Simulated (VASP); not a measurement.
# CoSn (P6/mmm) in VASP: a series of runs, part 2 of 2

VASP 6.6.1. The steps go on from the part before.

## 3. Relaxation of cell and atoms, PBE

This run uses another cell than the first one, of 17.12 Å³/atom, 1.029 times its volume.

The input, INCAR:

```
PREC = Accurate ; ENCUT = 600
EDIFF = 1E-7 ; ISMEAR = 1
SIGMA = 0.1 ; LREAL = F
LASPH = T ; NELM = 80
ALGO = Normal ; ISIF = 3
LWAVE = F ; LCHARG = F
GGA = PE ; IBRION = 2
NSW = 90 ; EDIFFG = -0.005
KPAR = 2
```

The input, KPOINTS:

```
Automatic mesh
0
Gamma
  9 9 9
```

The input, POSCAR:

```
CoSn                                    
1.0
    5.2969238124      0.0000000000     -0.0000000000
   -2.6484619062      4.5872705835      0.0000000000
    0.0000000000     -0.0000000000      4.2277518433
  Co              Sn            
     3     3
Direct
     0.0000000000000000    0.5000000000000000    1.0000000000000000
     0.5000000000000000    0.5000000000000000    1.0000000000000000
     0.5000000000000000    0.0000000000000000    1.0000000000000000
     0.6666666699999979    0.3333333300000021    0.5000000000000000
     0.3333333300000021    0.6666666699999979    0.5000000000000000
     0.0000000000000000    0.0000000000000000    1.0000000000000000
```

Potentials or basis: VASP PAW PBE potentials, release 64 (Co, Sn_d).

Started as:

```bash
> cat potpaw_PBE.64/Co/POTCAR potpaw_PBE.64/Sn_d/POTCAR > POTCAR
> mpirun -np 2 vasp_std > vasp.out
```

OUTCAR:

```text
PREC = Accurate
   ENCUT = 600
   EDIFF = 1E-7
   ISMEAR = 1
   LREAL = F
   LASPH = T
   NELM = 80
   ISIF = 3
   GGA = PE
   IBRION = 2
   NSW = 90
   EDIFFG = -0.005

 ion  position               nearest neighbor table
   1  0.000  0.500  0.000-   4 2.61   5 2.61   4 2.61   5 2.61   2 2.65   2 2.65   6 2.65   6 2.65
                             3 2.65   3 2.65
   2  0.500  0.500  0.000-   4 2.61   5 2.61   4 2.61   5 2.61   1 2.65   1 2.65   6 2.65   3 2.65
                             3 2.65   6 2.65
[... 1274 lines left out ...]
  Total        0.0120540      0.0120540     -0.0108166      0.0000000     -0.0000000      0.0000000
  in kB        0.1879977      0.1879977     -0.1686987      0.0000000     -0.0000000      0.0000000
  external PRESSURE =       0.0690989 kB  Pullay stress =       0.0000000 kB

 VOLUME and BASIS-vectors are now :
 -----------------------------------------------------------------------------
  energy-cutoff  :      600.00
  volume of cell :      102.73
      direct lattice vectors                 reciprocal lattice vectors
     5.296923812  0.000000000  0.000000000     0.188788821  0.108997276  0.000000000
    -2.648461906  4.587270583  0.000000000     0.000000000  0.217994553  0.000000000
     0.000000000  0.000000000  4.227751843     0.000000000  0.000000000  0.236532331

 POSITION                                       TOTAL-FORCE (eV/Angst)
 -----------------------------------------------------------------------------------
     -1.32423      2.29364      0.00000        -0.000000      0.000000      0.000000
      1.32423      2.29364      0.00000        -0.000000      0.000000      0.000000
      2.64846      0.00000      0.00000        -0.000000      0.000000      0.000000
      2.64846      1.52909      2.11388         0.000000      0.000000      0.000000
     -0.00000      3.05818      2.11388        -0.000000     -0.000000      0.000000
      0.00000      0.00000      0.00000        -0.000000      0.000000      0.000000
 -----------------------------------------------------------------------------------
    total drift:                                0.000000      0.000000     -0.000000

  FREE ENERGIE OF THE ION-ELECTRON SYSTEM (eV)
  ---------------------------------------------------
  free  energy   TOTEN  =       -33.2405978930 eV

  energy  without entropy=      -33.2429381247  energy(sigma->0) =      -33.24137797

 reached required accuracy - stopping structural energy minimisation
```

Run time: 2.3 min. Hardware: 2 MPI ranks of Intel Xeon Platinum 8488C (Sapphire Rapids), shared host; peak memory 0.4 GiB.

What came out:

| Quantity | Value |
| --- | --- |
| Free energy | -33.2406 eV |
| Pressure after relaxing | 0.0 GPa |
| Band gap on the k mesh | none (metal or under the smearing width) |

Final structure:
```
CELL_PARAMETERS angstrom
5.29692 0.00000 0.00000
-2.64846 4.58727 0.00000
0.00000 0.00000 4.22775
ATOMIC_POSITIONS crystal
Co 0.00000 0.50000 0.00000
Co 0.50000 0.50000 0.00000
Co 0.50000 0.00000 0.00000
Sn 0.66667 0.33333 0.50000
Sn 0.33333 0.66667 0.50000
Sn 0.00000 0.00000 0.00000
```

Caveat: the relaxation stopped at its first step, so nothing moved. Spin polarisation is off, so any magnetic state and its effect on volume and gap are missing.

## 4. Relaxation of cell and atoms, PBEsol

The input, INCAR:

```
SYSTEM = CoSn
PREC     = Accurate       ! precision mode
ENCUT    = 600            ! plane-wave cutoff, eV
EDIFF    = 1E-6           ! SCF threshold, eV
ISMEAR   = 1              ! smearing method
SIGMA    = 0.1            ! smearing width, eV
LREAL    = .FALSE.        ! projectors in reciprocal space
LASPH    = .TRUE.         ! aspherical terms in the spheres
NELM     = 80             ! most SCF steps
ALGO     = Normal         ! electronic algorithm
ISIF     = 3              ! what is computed and relaxed
LWAVE    = .FALSE.        ! write WAVECAR
LCHARG   = .FALSE.        ! write CHGCAR
GGA      = PS             ! functional
IBRION   = 2              ! ionic algorithm
NSW      = 90             ! ionic steps
EDIFFG   = -0.01          ! ionic threshold
KPAR     = 4
```

The input, KPOINTS:

```
Automatic mesh
0
G
  9 9 9
  0 0 0
```

The input, POSCAR:

```
CoSn
1.0
    5.2460399276      0.0000000000      0.0000000000
   -2.6230199638      4.5432038466      0.0000000000
    0.0000000000      0.0000000000      4.1875903000
Co Sn
3 3
Direct
    0.0000000000      0.5000000000      0.0000000000
    0.5000000000      0.5000000000      0.0000000000
    0.5000000000      0.0000000000      0.0000000000
    0.6666666700      0.3333333300      0.5000000000
    0.3333333300      0.6666666700      0.5000000000
    0.0000000000      0.0000000000      0.0000000000
```

Started as:

```bash
> cat potpaw_PBE.64/Co/POTCAR potpaw_PBE.64/Sn_d/POTCAR > POTCAR
> mpirun -np 4 vasp_std > vasp.out
```

Run time: 5 min. Hardware: 4 MPI ranks of Intel Xeon Platinum 8259CL at 2.50GHz (Skylake/Cascade Lake), shared host; peak memory 0.42 GiB.

The run converged. Its results:

| Quantity | Value |
| --- | --- |
| Free energy | -36.9621 eV |
| Relaxed volume | 16.39 Å³/atom |
| Relaxed cell | a = 5.221 Å, b = 5.221 Å, c = 4.166 Å, α = 90.00°, β = 90.00°, γ = 120.00° |
| Space group after relaxing (to 0.05 Å) | P6/mmm (No. 191) |
| Energy gained by relaxing | 1.6 meV/atom |
| Ionic steps | 3 |
| Pressure after relaxing | 0.0 GPa |
| Band gap on the k mesh | none (metal or under the smearing width) |

The path:
| step | energy change (eV) | largest force (eV/Å) | pressure (GPa) | volume (Å³) |
| --- | --- | --- | --- | --- |
| 1 | 0.0000 | 0.0000 | -2.01 | 99.81 |
| 2 | 0.0013 | 0.0000 | 2.38 | 96.82 |
| 3 | -0.0097 | 0.0000 | -0.02 | 98.33 |

Final structure:
```yaml
crystal:
  lattice:
    - [5.22067, 0.00000, 0.00000]
    - [-2.61033, 4.52123, 0.00000]
    - [0.00000, 0.00000, 4.16575]
  atoms:
    - { symbol: Co, position: [0.00000, 0.50000, 0.00000] }
    - { symbol: Co, position: [0.50000, 0.50000, 0.00000] }
    - { symbol: Co, position: [0.50000, 0.00000, 0.00000] }
    - { symbol: Sn, position: [0.66667, 0.33333, 0.50000] }
    - { symbol: Sn, position: [0.33333, 0.66667, 0.50000] }
    - { symbol: Sn, position: [0.00000, 0.00000, 0.00000] }
```

Levels at points of the mesh, in eV from the Fermi level:
| k point | band 30 | band 31 | band 32 | band 33 | band 34 | band 35 | band 36 | band 37 | band 38 | band 39 |
| --- | --- | --- | --- | --- | --- | --- | --- | --- | --- | --- |
| (0.00, 0.00, 0.00) | -0.46 | -0.43 | -0.43 | -0.40 | -0.40 | 0.54 | 0.69 | 1.44 | 1.44 | 3.02 |

Caveat: the PAW data sets were made with another functional, which shifts forces and pressure a little.

## 5. Relaxation of cell and atoms, PBEsol

This run uses another cell than the first one, of 16.39 Å³/atom, 0.985 times its volume.

INCAR, as its differences from that of step 4:

```diff
@@ -3,3 +3,3 @@
 ENCUT    = 600            ! plane-wave cutoff, eV
-EDIFF    = 1E-6           ! SCF threshold, eV
+EDIFF    = 1E-7           ! SCF threshold, eV
 ISMEAR   = 1              ! smearing method
@@ -16,3 +16,3 @@
 NSW      = 90             ! ionic steps
-EDIFFG   = -0.01          ! ionic threshold
+EDIFFG   = -0.005         ! ionic threshold
 KPAR     = 4
```

KPOINTS is that of step 4.

The input, POSCAR:

```
CoSn                                    
1.0
    5.2206674353      0.0000000000      0.0000000000
   -2.6103337177      4.5212306237     -0.0000000000
   -0.0000000000     -0.0000000000      4.1657546645
  Co              Sn            
     3     3
Direct
     0.0000000000000000    0.5000000000000000    1.0000000000000000
     0.5000000000000000    0.5000000000000000    1.0000000000000000
     0.5000000000000000    1.0000000000000000    1.0000000000000000
     0.6666666699999979    0.3333333300000021    0.5000000000000000
     0.3333333300000021    0.6666666699999979    0.5000000000000000
     0.0000000000000000    1.0000000000000000    1.0000000000000000
```

Started as:

```bash
> cat potpaw_PBE.64/Co/POTCAR potpaw_PBE.64/Sn_d/POTCAR > POTCAR
> mpirun -np 4 vasp_std > vasp.out
```

Run time: 2.1 min. Hardware: 4 MPI ranks of Intel Xeon Platinum 8259CL at 2.50GHz (Skylake/Cascade Lake), shared host; peak memory 0.4 GiB.

Results (log left out):

| Property | Result |
| --- | --- |
| Free energy | -36.9616 eV |
| Pressure after relaxing | 0.0 GPa |
| Band gap on the k mesh | none (metal or under the smearing width) |

Final structure:
```cif
data_structure
_symmetry_space_group_name_H-M 'P 1'
_symmetry_Int_Tables_number 1
_cell_length_a 5.2207
_cell_length_b 5.2207
_cell_length_c 4.1658
_cell_angle_alpha 90.000
_cell_angle_beta 90.000
_cell_angle_gamma 120.000
_cell_volume 98.33
loop_
_atom_site_label
_atom_site_type_symbol
_atom_site_fract_x
_atom_site_fract_y
_atom_site_fract_z
_atom_site_occupancy
Co1 Co 0.00000 0.50000 0.00000 1
Co2 Co 0.50000 0.50000 0.00000 1
Co3 Co 0.50000 0.00000 0.00000 1
Sn1 Sn 0.66667 0.33333 0.50000 1
Sn2 Sn 0.33333 0.66667 0.50000 1
Sn3 Sn 0.00000 0.00000 0.00000 1
```

Levels at points of the mesh, in eV from the Fermi level:
| k point | band 31 | band 32 | band 33 | band 34 | band 35 | band 36 | band 37 | band 38 |
| --- | --- | --- | --- | --- | --- | --- | --- | --- |
| (0.00, 0.00, 0.00) | -0.43 | -0.43 | -0.40 | -0.40 | 0.54 | 0.69 | 1.44 | 1.44 |

Caveat: the relaxation stopped at its first step, so nothing moved; the PAW data sets were made with another functional, which shifts forces and pressure a little.
